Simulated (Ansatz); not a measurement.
One crystal and one scan (energy against volume) at two levels, PBE (plane waves to 420 eV, PAW, scalar-relativistic; Ansatz, a program for electronic structure) and r2SCAN (plane waves to 500 eV, PAW, scalar-relativistic; Ansatz), each from its own relaxed cell and on its own mesh.

The crystal is InN (zinc blende); the cell is scaled evenly about its relaxed volume V₀.

E stands for the smeared free energy. InN was relaxed with its symmetry unable to fall. The PAW data are Ansatz's earlier set. Both scans cover V/V₀ from 0.900 to 1.100.

```csv
quantity,run 1,run 2
Lattice constant a (Å),5.049,5.000
Pressure at the smallest volume (GPa),16.4,18.7
Energy cost of the largest compression (meV/atom),74,83
Energy cost of the largest expansion (meV/atom),51,57
Bulk modulus B₀ (third-order Birch-Murnaghan fit) (GPa),121.4,139.4
Pressure for 5 % compression (fit) (GPa),7.0,8.0
```

Task: Which run is which level?

Result: Run 1 is PBE, run 2 is r2SCAN. PBE gives the higher value for: lattice constant a. PBE gives the lower value for: pressure at the smallest volume; energy cost of the largest compression; energy cost of the largest expansion; bulk modulus B₀; pressure for 5 % compression. (PBE) At this level the bands of InN touch or barely overlap; measurements give the solid a gap. (r2SCAN) At this level the bands of InN touch or barely overlap; measurements give the solid a gap.

(A scan under strain: stresses follow from slopes of the energy per volume, elastic moduli from its curvatures.)
